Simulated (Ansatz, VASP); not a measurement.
## Two plane-wave programs on KF

File INCAR:

```
SYSTEM = KF
PREC = Accurate ; ENCUT = 520
EDIFF = 1E-8 ; ISMEAR = -1
SIGMA = 0.01 ; LREAL = .False.
LASPH = .True. ; NELM = 80
ALGO = Normal ; ISIF = 2
LWAVE = .False. ; LCHARG = .False.
GGA = PS ; LEFG = .True.
NBANDS = 15
```

Contents of KPOINTS:

```
Automatic mesh
0
Gamma
  9 9 9
  0 0 0
```

Contents of POSCAR:

```
KF
1.0
    0.0000000000      2.6555565063      2.6555565063
    2.6555565063      0.0000000000      2.6555565063
    2.6555565063      2.6555565063      0.0000000000
K F
1 1
Direct
    0.0000000000      0.0000000000      0.0000000000
    0.5000000000      0.5000000000      0.5000000000
```

Input for Ansatz:

```yaml
crystal:
  lattice:
    - [0.0, 2.6555565063, 2.6555565063]
    - [2.6555565063, 0.0, 2.6555565063]
    - [2.6555565063, 2.6555565063, 0.0]
  atoms:
    - { symbol: K, position: [0.0, 0.0, 0.0] }
    - { symbol: F, position: [0.5, 0.5, 0.5] }
kpoints:
  mp_grid: { grid: [9, 9, 9] }
scf:
  occupations: { method: fermi_dirac, width: 0.01 }
hamiltonian:
  xc: pbesol
  pseudopotentials: { kind: paw }
output:
  forces: true
  stress: true
  eigenvalues: true
  efg: { contact_densities: true }
```

Change from the starting cell: volume scaled by 0.98, PAW files.

Alike in both runs: task electric field gradients; functional PBEsol; k mesh 9 × 9 × 9; occupations fermi-dirac, width 0.01 eV; no spin polarisation.

```csv
,VASP,Ansatz
version,VASP 6.6.1,Ansatz 0.2.0
potentials or method,"VASP PAW PBE potentials, release 64 (K_sv, F)","PAW with Ansatz's default frozen-core files, scalar-relativistic"
plane-wave cutoff (eV),520,420
valence electrons in the cell,16,16
```

```csv
,VASP,Ansatz,Ansatz less VASP
gap on the k mesh at the Fermi level (eV),6.12,6.14,+0.017
pressure (GPa),0.0,-0.1,-0.06
Vzz of the field gradient on the site that differs most (V/Å²),0.0,0.0,-0.01
```

Caveats: the PAW data sets were made with another functional, which shifts forces and pressure a little (VASP); an odd mesh through Γ misses points on the zone boundary, where band edges often lie.
